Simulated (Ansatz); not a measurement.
Base system: BaSnO3 in the cubic perovskite structure (space group Pm-3m, No. 221; a = 4.176 Å).

Calculations: DFT with PBE, PAW potentials and a 420 eV plane-wave cutoff in Ansatz (a quantum-chemistry and plane-wave program), no SOC, earlier PAW set.

For the base:

| Quantity | Result |
|---|---|
| Width of the top valence band | 0.97 eV |
| Gap character | indirect, R → Γ |
| Lattice parameter a | 7.892 bohr |

Perturbation: a hydrostatic pressure of 22.5 GPa.

### Question
What does the calculation give for the width of the top valence band, gap character and lattice parameter a after the change?

### Answer
The width of the top valence band rises by 0.038 eV, from 0.97 eV to 1.00 eV; the gap character is still indirect, R → Γ; the lattice parameter a drops by 0.319 bohr to 7.573 bohr.

Load acts through the strain it causes; cell and atoms are relaxed under it. Stability against distortions was not tested. Competing high-pressure phases were not computed.
